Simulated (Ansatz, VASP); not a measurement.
# Cross-check of ZnIn15P16H (Zn-H pair in InP) between VASP and Ansatz, part 2 of 2

One calculation is typed for both programs; each brings its own data sets. How far apart do they land? The cell is taken from a series of runs on this material, whose earlier steps may have relaxed, scaled, displaced or heated it; both programs get it as it stands.

VASP 6.6.1 and Ansatz 0.2.0.

So far. Step 2 (VASP: single point, HSE06): The run ends at a pressure of -1.13 GPa, with forces up to 11 eV/Å.

## Step 3: Ansatz: single point, HSE06

Level of this step: Ansatz beside VASP: Kohn-Sham DFT, plane waves, HSE06 (Ansatz).

Ansatz runs on its default PAW (the set named soft_2) files.

The same cell, functional, mesh and smearing now go to Ansatz.

input.yaml

```yaml
crystal:
  lattice:
    - [-5.96006837, 5.96006837, -5.96006837]
    - [5.96006837, 5.96006837, 5.96006837]
    - [5.96006837, -5.96006837, -5.96006837]
  atoms:
    - { symbol: In, position: [0.005325822, 0.004352014, 0.001369896] }
    - { symbol: In, position: [0.005363286, 0.251490371, 0.754286904] }
    - { symbol: In, position: [-0.002201129, 0.499971041, 0.510025448] }
    - { symbol: In, position: [-0.002087732, 0.760118656, 0.249925087] }
    - { symbol: In, position: [0.248787746, -0.002393827, 0.747530672] }
    - { symbol: In, position: [0.253819236, 0.252913975, 0.498342878] }
    - { symbol: Zn, position: [0.312701792, 0.499939042, 0.249830352] }
    - { symbol: In, position: [0.253836448, 0.748448503, 0.002785659] }
    - { symbol: In, position: [0.500894909, -0.00446712, 0.496949696] }
    - { symbol: In, position: [0.498030453, 0.247937366, 0.249887235] }
    - { symbol: In, position: [0.49802274, 0.499948461, -0.002171803] }
    - { symbol: In, position: [0.50088756, 0.747037928, 0.745416708] }
    - { symbol: In, position: [0.751123451, 0.002323841, 0.249868318] }
    - { symbol: In, position: [0.737809223, 0.239841583, -0.010230405] }
    - { symbol: In, position: [0.751117777, 0.499947298, 0.752301472] }
    - { symbol: In, position: [0.750054003, 0.75202481, 0.501927468] }
    - { symbol: P, position: [0.001060757, -0.000849079, 0.749056745] }
    - { symbol: P, position: [0.003031038, 0.250383009, 0.501759468] }
    - { symbol: P, position: [-0.03488399, 0.499981318, 0.249926592] }
    - { symbol: P, position: [0.003053891, 0.751851149, 0.000310939] }
    - { symbol: P, position: [0.252655469, 0.001513568, 0.49949879] }
    - { symbol: P, position: [0.252581486, 0.25756912, 0.249840762] }
    - { symbol: P, position: [0.252605604, 0.499965505, 0.007485074] }
    - { symbol: P, position: [0.252617478, 0.749542406, 0.751360049] }
    - { symbol: P, position: [0.501871339, 0.000794079, 0.24987606] }
    - { symbol: P, position: [0.495280316, 0.247908772, -0.002174358] }
    - { symbol: P, position: [0.501854301, 0.499969973, 0.750700325] }
    - { symbol: P, position: [0.494938159, 0.74232711, 0.492217311] }
    - { symbol: P, position: [0.751132397, -0.001564009, -0.002048911] }
    - { symbol: P, position: [0.75115116, 0.248038248, 0.748378437] }
    - { symbol: P, position: [0.747250437, 0.499980743, 0.502014171] }
    - { symbol: P, position: [0.747305881, 0.752026955, 0.249873743] }
    - { symbol: H, position: [0.076431547, 0.500031956, 0.250093987] }
basis:
  ecutwfc: 420
  xc_grid: 2
hamiltonian:
  xc: hse06
kpoints:
  mp_grid: { grid: [1, 1, 1] }
scf:
  occupations: { method: fermi_dirac, width: 0.01 }
  max_iter: 120
output:
  forces: true
checkpoint:
  read: "../relax.run"
```

Launch:

```
$ ansatz run input.yaml --threads 4 --pin off --max-ram 7536MiB --backend cpu --events-out ev --progress --plain --runs-dir out
```

Numbers of over 12 decimals in the logs are rounded to 6 here.

What it wrote:

```text
Warning: checkpoint.read: the run can stay near the saved state's solution: 2 site(s) moved relative to the saved geometry (max |Δs| = 2.470e-2 fractional); the SCF starts from the saved state under `checkpoint.density_extrapolation: transplant`, in force with no word given; its orbitals are not used off its sites. A run without `checkpoint.read` takes nothing of the state. A lower free energy from it at the same positions (and U, V and field ramp, if any) shows a solution that this start missed, and an equal or higher one rules none out (checkpoint.read, Limitations, in the input reference)
exact exchange: scf.exx.singularity resolves to wigner_seitz, which cuts the screened interaction at the faces of the exchange supercell's Wigner-Seitz cell, so that each pair interacts once, at the shortest of its separations (the periodic images that this leaves out come, for a point-like exchange hole, to about 0.008 eV on a filled level). The cut falls within the interaction's reach, and what an exchange supercel [...]
Engine: ansatz 0.2.0, aarch64-unknown-linux-gnu
Pseudopotentials: kind: paw
Pseudopotential: In, paw, valence charge 13, recommended cutoff 420 eV (normal), In.paw.azcp
Pseudopotential: Zn, paw, valence charge 12, recommended cutoff 420 eV (normal), Zn.paw.azcp
Pseudopotential: P, paw, valence charge 5, recommended cutoff 420 eV (normal), P.paw.azcp
Pseudopotential: H, paw, valence charge 1, recommended cutoff 420 eV (normal), H.paw.azcp
Functional definition: HSE06
  parameter a = 0.25
  parameter omega = 0.11/bohr
  exchange = pbe_x - a*pbe_x_sr(omega) + a*exact_x_sr(omega)
  correlation = pbe_c
Crystal: 33 atoms, lattice volume = 846.864 Å³
Basis set: ecut = 420 eV, 16487 PW (Γ), exchange–correlation on 144×144×144 points (8 copies of the dense FFT grid, shifted against one another)
Bands: 177, of which v1, the nominal top of the filled ones, is band 144 counted from 1 (143 counted from 0)
Symmetry: 1 space group operations
Space group: P1 (ITA 1), of the structure as read, at distance tolerance 9.5e-5 Å
k-points: 1
Non-local potential: In, projectors of the file, l = 0: 2, l = 1: 2, l = 2: 2, l = 3: 2
Non-local potential: Zn, projectors of the file, l = 0: 2, l = 1: 2, l = 2: 3, l = 3: 1
Non-local potential: P, projectors of the file, l = 0: 2, l = 1: 2, l = 2: 2
Non-local potential: H, projectors of the file, l = 0: 2, l = 1: 1
PAW form: soft (Blöchl's): semilocal exchange-correlation on the pseudo side does not see the compensation charge
PAW frozen core: In, regenerated for the run's functional, and the local potential with it (the file was generated under x = pbe(κ = 0.804, μ = 0.219515), c = pbe(β = 0.066725))
PAW frozen core: Zn, regenerated for the run's functional, and the local potential with it (the file was generated under x = pbe(κ = 0.804, μ = 0.219515), c = pbe(β = 0.066725))
PAW frozen core: P, regenerated for the run's functional, and the local potential with it (the file was generated under x = pbe(κ = 0.804, μ = 0.219515), c = pbe(β = 0.066725))
PAW one-centre angular grid: In, 590 points (default); XC on 64 Gauss nodes
PAW one-centre angular grid: Zn, 590 points (default); XC on 64 Gauss nodes
PAW one-centre angular grid: P, 110 points (default); XC on 64 Gauss nodes
PAW one-centre angular grid: H, 110 points (default); XC on 64 Gauss nodes
Initial density: read from a saved state, or passed on in memory by an earlier SCF of this step, an earlier step, the calling program or the single point that the run made first, carried with its atoms to this geometry
Initial wavefunctions: pseudopotential atomic-orbital guess
Functional: x = pbe(κ = 0.804, μ = 0.219515), c = pbe(β = 0.066725), warm-up for x = pbe(κ = 0.804, μ = 0.219515) + 0.25 (exact − pbe) at short range (hse, ω = 0.207870 Å⁻¹), c = pbe(β = 0.066725); HSE06 as pw.x's `hse` composes it (authors' and Libxc's form: `xc: wpbeh`)
[...]
iter 5 solved again at ethr=3.06e-7 eV; its pass at ethr=3.71e-6 eV (dr2=8.81e-4 eV) is discarded
SCF iter   5: F=—  HF=-99396.826527 eV  |F-HF|=—  |Δ(HF+E_count)|=   2.07e-3  Δρ=3.23e-4  dr2=9.55e-4  ethr=3.06e-7  ⟨swp⟩=3.0  Hψ=810  notcnv=0
SCF iter   6: F=—  HF=-99396.826421 eV  |F-HF|=—  |Δ(HF+E_count)|=   1.06e-4  Δρ=1.05e-4  dr2=7.29e-5  ethr=3.06e-7  ⟨swp⟩=4.0  Hψ=360  notcnv=0
SCF iter   7: F=-99396.826427 eV  HF=-99396.826434 eV  |F-HF|=7.19e-6  |Δ(HF+E_count)|=   1.34e-5  Δρ=4.16e-5  dr2=1.59e-5  ethr=2.53e-8  ⟨swp⟩=4.0  Hψ=391  notcnv=0
SCF 1 stopped early in 7 iterations: F = -99396.826427 eV  dr2 = 1.59e-5
  greatest PAW one-centre occupation: 0.983 electrons in one spin orbital (limit 2), on the Zn atom at site 6 (counted from 0), in its partial waves of l = 2
Initial density: handed on by an earlier stage of this run
Initial wavefunctions: those handed on with the density
Functional: x = pbe(κ = 0.804, μ = 0.219515) + 0.25 (exact − pbe) at short range (hse, ω = 0.207870 Å⁻¹), c = pbe(β = 0.066725); HSE06 as pw.x's `hse` composes it (authors' and Libxc's form: `xc: wpbeh`)
[...]
SCF iter   3: F=—  HF=-99465.270847 eV  |F-HF|=—  |Δ(HF+E_count)|=   9.07e-2  Δρ=1.50e-3  dr2=1.36e-2  ethr=5.52e-8  ⟨swp⟩=7.0  Hψ=865  notcnv=0
SCF iter   4: F=—  HF=-99465.267660 eV  |F-HF|=—  |Δ(HF+E_count)|=   3.19e-3  Δρ=3.31e-4  dr2=1.60e-3  ethr=5.52e-8  ⟨swp⟩=5.0  Hψ=744  notcnv=0
SCF iter   5: F=—  HF=-99465.267493 eV  |F-HF|=—  |Δ(HF+E_count)|=   1.66e-4  Δρ=1.45e-4  dr2=6.75e-4  ethr=5.52e-8  ⟨swp⟩=5.0  Hψ=570  notcnv=0
SCF iter   6: F=—  HF=-99465.269628 eV  |F-HF|=—  |Δ(HF+E_count)|=   2.13e-3  Δρ=1.73e-4  dr2=3.23e-4  ethr=5.52e-8  ⟨swp⟩=5.0  Hψ=613  notcnv=0
SCF iter   7: F=-99465.269530 eV  HF=-99465.269535 eV  |F-HF|=4.95e-6  |Δ(HF+E_count)|=   9.32e-5  Δρ=3.36e-5  dr2=2.26e-5  ethr=5.52e-8  ⟨swp⟩=4.0  Hψ=385  notcnv=0
SCF 2 stopped early in 7 iterations: F = -99465.269530 eV  dr2 = 2.26e-5
  Residual-converged pass: ⟨swp⟩=5.0  Hψ=599  notcnv=0  max |occ|·‖R‖ = 6.1e-6 eV (tolerance 6.7e-6 eV)  dr2=2.27e-5  dr2_onsite=3.02e-7  max |Δocc| = 0.0e0
  greatest PAW one-centre occupation: 0.986 electrons in one spin orbital (limit 2), on the Zn atom at site 6 (counted from 0), in its partial waves of l = 2
hybrid outer 1: dexx = +1.060e-1 eV, tail = 1.35e-4 eV
Exchange kernel: α = 0.2500, screened, ω = 0.2079 Å⁻¹, Wigner–Seitz truncation, v(0) = 891.2119 eV·Å³, q-mesh 1×1×1, nearest image of the exchange supercell L = 10.32 Å, pair-density grid 40×40×40, without the augmentation charges, whose exchange is taken in its separable form (sized by the pseudopotential files, 60×60×60 at the most)
Frozen-core exchange: fock
SCF iter   1: F=—  HF=-99465.266511 eV  |F-HF|=—  |Δ(HF+E_count)|=         —  Δρ=4.09e-5  dr2=1.37e-5  ethr=2.35e-7  ⟨swp⟩=9.0  Hψ=443  notcnv=0
preconditioner: auto → none  [insulator: Δε(μ)=1.333 eV  Ē_g=15.028 eV  σ=0.010 eV  W_gap=1.00  n_scr=176 (ndim 8)  ℏωp=21.7 eV  f_vac=0.032  D(μ)=0.00/eV (n_scr^D=0)]
SCF iter   2: F=—  HF=-99465.266510 eV  |F-HF|=—  |Δ(HF+E_count)|=   5.15e-7  Δρ=1.56e-5  dr2=2.25e-6  ethr=4.18e-9  ⟨swp⟩=4.0  Hψ=488  notcnv=0
SCF iter   3: F=—  HF=-99465.266513 eV  |F-HF|=—  |Δ(HF+E_count)|=   3.25e-6  Δρ=9.44e-6  dr2=9.34e-7  ethr=5.99e-10  ⟨swp⟩=6.0  Hψ=484  notcnv=0
SCF iter   4: F=—  HF=-99465.266513 eV  |F-HF|=—  |Δ(HF+E_count)|=   2.26e-7  Δρ=2.29e-6  dr2=8.24e-8  ethr=3.02e-10  ⟨swp⟩=3.0  Hψ=372  notcnv=0
SCF iter   5: F=-99465.266513 eV  HF=-99465.266513 eV  |F-HF|=3.77e-8  |Δ(HF+E_count)|=   8.67e-8  Δρ=1.66e-6  dr2=4.53e-8  ethr=2.47e-11  ⟨swp⟩=8.0  Hψ=576  notcnv=0
SCF 3 converged in 5 iterations: F = -99465.266513 eV  dr2 = 4.53e-8
  Residual-converged pass: ⟨swp⟩=3.0  Hψ=361  notcnv=0  max |occ|·‖R‖ = 2.6e-6 eV (tolerance 2.8e-6 eV)  dr2=4.59e-8  dr2_onsite=4.54e-9  max |Δocc| = 0.0e0
hybrid outer 2: dexx = +4.046e-6 eV, tail = 1.13e-7 eV, Δε = 1.60e-3 eV (about 6.72e-5 eV left of the loop's levels), ΔF = 3.50e-3 eV/Å (tail 7.42e-4)
hybrid SCF converged: 2 outer / 12 inner (+7 warm-up), last move |dexx| = 4.05e-6 eV, tail = 1.13e-7 eV
Stability not checked: this state was not tested for a lower state beside it, because the functional holds exact exchange (a hybrid, or Hartree-Fock), whose exchange loop this test does not read (fock_operator; see scf.lower_state_search)
Free energy (F): -99465.266513 eV
Frozen-core exchange: fock
Harris-Foulkes:  -99465.266513 eV  (|F-HF|=3.77e-8)
Internal energy: -99465.266513 eV  (E = F + TS)
E sigma→0 (E₀):  -99465.266513 eV
Fermi energy:    6.504739 eV
--- Per-component energies (eV) ---
  E_band       = -1404.786747
  E_kinetic    = 4910.107856
  E_local      = -23767.161514  (includes V_loc(G=0)·N_el)
  E_nonlocal   = 6670.102062
  E_hartree    = 9446.444245
  E_xc         = -3471.161894
  E_vxc        = -2017.059648  (∫ρ·V_xc dr)
  E_exx        = -657.865615  (= α·E_x^exact, valence–valence)
  E_paw        = -73585.699611  (= ΣΔE_a)
  E_vpaw       = -4777.929374  (= ΣTr[D̂ρ^β])
  E_aug_tail   = -0.001602  (compensation charges beyond the density's cutoff)
  E_ewald      = -19017.129107
  E_core_change = 7.098663  (= ΣΔE_core)
  E_smearing   = -0.000000  (= −TS)
  E_closure    = 0.000004  (closes the sum)
  Σ components = -99465.266513   (vs F -99465.266513, Δ=0.00e0)
--- Forces (eV/Å), atoms counted from 1 ---
  atom   1  In    -0.00526326    -0.00574163     0.00349219
  atom   2  In    -0.00532035    -0.00457237     0.00590478
  atom   3  In    -0.01047724     0.01028393     0.06132149
  atom   4  In    -0.01031869    -0.06176162    -0.01006617
  atom   5  In     0.00637204     0.00453109    -0.00402358
  atom   6  In     0.00322252    -0.00649927    -0.00580290
  atom   7  Zn    -0.00677765     0.00710048    -0.00771203
  atom   8  In     0.00418554     0.00533574     0.00618500
  atom   9  In     0.00639680     0.00548120     0.00332719
  atom  10  In    -0.00582103     0.01550034    -0.00574222
  atom  11  In    -0.00521973     0.00608583    -0.01568737
  atom  12  In     0.00619568    -0.00340366    -0.00542860
  atom  13  In    -0.00471312    -0.00613383    -0.00442615
  atom  14  In     0.06174007     0.00983777    -0.01002186
  atom  15  In    -0.00433996     0.00459981     0.00605914
  atom  16  In    -0.01589977     0.00571264    -0.00575901
  atom  17  P      0.00130586    -0.00201139     0.00199162
  atom  18  P     -0.00086194    -0.00321252     0.00058857
  atom  19  P      6.24486889    -6.25014362     6.26298813
  atom  20  P     -0.00115598     0.00012977     0.00329763
  atom  21  P      0.00284142    -0.00061580    -0.00119669
  atom  22  P      0.03722966     0.00448880     0.03726948
  atom  23  P      0.03676508    -0.03712230    -0.00441234
  atom  24  P      0.00340873     0.00124669     0.00048738
  atom  25  P      0.00178653    -0.00138005     0.00210355
  atom  26  P     -0.00408955    -0.01075489     0.01003592
  atom  27  P      0.00192363    -0.00210940     0.00132906
  atom  28  P     -0.00456679    -0.03713247     0.03682896
  atom  29  P      0.00086133    -0.00327351    -0.00109884
  atom  30  P      0.00038424     0.00127369     0.00319697
  atom  31  P      0.00905275    -0.00903153    -0.00327660
  atom  32  P      0.01082296     0.00357615     0.01017786
  atom  33  H     -6.35453799     6.35972731    -6.37193684
  max |Σ_I F_I| component: 1.14e-5 eV/Å
--- Band table (eV) ---
  k-point 0: bands = [... 140 lower, 4.9800, 5.7116, 5.8347, 5.8348, 7.1678]
  guard bands above this table: 32 of the run's 177 bands. The solve was not asked for them (output.publish_guard_bands: true or output.eigenvalues: true publishes all)
```

## Step 4: Comparison

Known differences besides the potentials themselves: exact exchange at q = 0 is treated differently, which shows on coarse meshes; VASP keeps PBE cores, Ansatz makes them for the functional; the cutoff is 420 eV in Ansatz and 400 eV in VASP (PREC = Accurate, projectors in real space); VASP takes a coarser grid for exact exchange (PRECFOCK = Fast). Total energies have different zeros and are not compared.

Compared:

```tsv
quantity	Ansatz	VASP	difference
gap on the k mesh (eV)	1.333	1.351	-0.018
```

Forces on 7 of the 33 atoms, those with the largest forces and the largest differences (eV/Å; atoms numbered as in POSCAR):

```tsv
atom	Ansatz x, y, z	VASP x, y, z
In3	-0.010, 0.010, 0.061	-0.007, 0.007, 0.059
In4	-0.010, -0.062, -0.010	-0.007, -0.060, -0.008
In13	0.062, 0.010, -0.010	0.060, 0.007, -0.008
P19	6.245, -6.250, 6.263	6.091, -6.096, 6.109
P22	0.037, 0.004, 0.037	0.035, 0.002, 0.036
P28	-0.005, -0.037, 0.037	-0.002, -0.035, 0.035
H33	-6.355, 6.360, -6.372	-6.206, 6.211, -6.223
```

The forces differ by 37 meV/Å r.m.s., which is 2.5 % of the r.m.s. force of 1.516 eV/Å (both taken over all components). A gap on the mesh is an upper bound, since the band edges may lie between its points.

## Step 5: What came out

```json
{
 "r.m.s. force difference (single point, HSE06)": "2.5 % of the r.m.s. force"
}
```

The r.m.s. force difference is 2.5 % of the r.m.s. force (single point, HSE06), within the 3 % picked in this series as the mark of a large difference. Such differences can come from data sets, numerical settings and the points named under the comparisons, not from the functional's error against experiment.

[Lines on the potential files, build, host, timing and source positions are cut from VASP's logs without a mark.]

[Logs are printed without paths, hosts, clocks, repeated set-up lines and the standing remarks that a program may print on its own settings, such as how far it seeks lower states.]

[Hosts, paths, dates, database ids (printed as entryN), source tags and the programs' standing remarks are cut or masked in the printed files.]
